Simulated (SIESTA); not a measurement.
The system is GaSb.

```
Sb Ga
1.0
     0.00000    3.05900    3.05900
     3.05900    0.00000    3.05900
     3.05900    3.05900    0.00000
Sb Ga
1 1
Cartesian
  4.5885 4.5885 4.5885
  0.0000 0.0000 0.0000
```

| Item | Value |
| --- | --- |
| Program | SIESTA 5.4.2 |
| Task | relaxation of cell and atoms |
| Functional | revPBE |
| Potentials or basis | PseudoDojo 0.4 standard (PBE files) |
| Basis | TZP (energy shift 0.002 Ry; radii capped at 9.5 bohr) |
| Grid cutoff | 1200 Ry |
| Energy shift | 0.002 Ry |
| k mesh | 6 × 6 × 6 |
| Occupations | fermi-dirac, width 0.05 eV |
| Spin | no spin polarisation |

At the start: pressure 4.7 GPa; volume 28.62 Å³/atom.

**Question.** Where does the relaxation end?

**Answer.** Over 4 steps the energy falls by 41.3 meV/atom and the volume is 31.65 Å³/atom (+10.6 %); space group F-43m (No. 216, to 0.05 Å).

Step by step:
```tsv
step	energy change (eV)	largest force (eV/Å)	pressure (GPa)	volume (Å³)
1	0.0000	0.0000	4.74	57.25
2	-0.0069	0.0000	4.52	57.49
3	-0.0824	0.0000	0.10	63.12
4	-0.0825	0.0000	-0.02	63.30
```

Final structure:
```
Sb Ga
1.0
     0.00009    3.16318    3.16318
     3.16318    0.00009    3.16318
     3.16318    3.16318    0.00009
Sb Ga
1 1
Direct
  0.75000 0.75000 0.75000
  0.00000 0.00000 0.00000
```

Caveat: semicore shells carry a single zeta, which can move pressures by several GPa and volumes by a few percent; the potentials were made for another functional, which shifts forces and pressure; the volume moved by +11 % from the deposited cell, more than functionals usually miss; the basis of atomic orbitals isn't converged, which shifts pressures, moduli and gaps.
